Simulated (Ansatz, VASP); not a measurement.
# H in VASP and in Ansatz

```
H
1.0
     1.56611   -2.59510    0.00000
     1.56611    2.59510    0.00000
     0.00000    0.00000    6.15592
H
4
Direct
  0.56781 0.43219 0.99951
  0.43219 0.56781 0.00049
  0.43219 0.56781 0.49951
  0.56781 0.43219 0.50049
```

Change from the starting cell: strain -0.050 along x and y, -0.025 along z, atoms carried along.

Alike in both runs: task single point; functional LDA; k mesh 8 × 8 × 4; occupations gaussian, width 0.05 eV; no spin polarisation.

|  | VASP | Ansatz |
| --- | --- | --- |
| version | VASP 6.6.1 | Ansatz 0.2.0 |
| potentials or method | VASP PAW LDA potentials, release 64 (H) | scalar-relativistic, plane waves, PAW |
| plane-wave cutoff (eV) | 520 | 420 |
| valence electrons in the cell | 4 | 4 |

|  | VASP | Ansatz | Ansatz less VASP |
| --- | --- | --- | --- |
| gap on the k mesh at the Fermi level (eV) | 7.99 | 8.00 | +0.007 |
| least direct gap on the mesh (eV) | 8.01 | 8.02 | +0.007 |
| pressure (GPa) | 3.2 | 3.4 | +0.18 |
| largest component of the traceless stress (GPa) | 7.50 | 7.52 | +0.013 |
| rms of the force components (eV/Å) | 1.478 | 1.474 | -0.0037 |

Atom by atom the forces differ by 0.004 eV/Å (rms over components).

Caveats: forces of over 1 eV/Å show positions far from the minimum, so gaps and moduli don't describe the material at rest. A k mesh can miss the band edges.
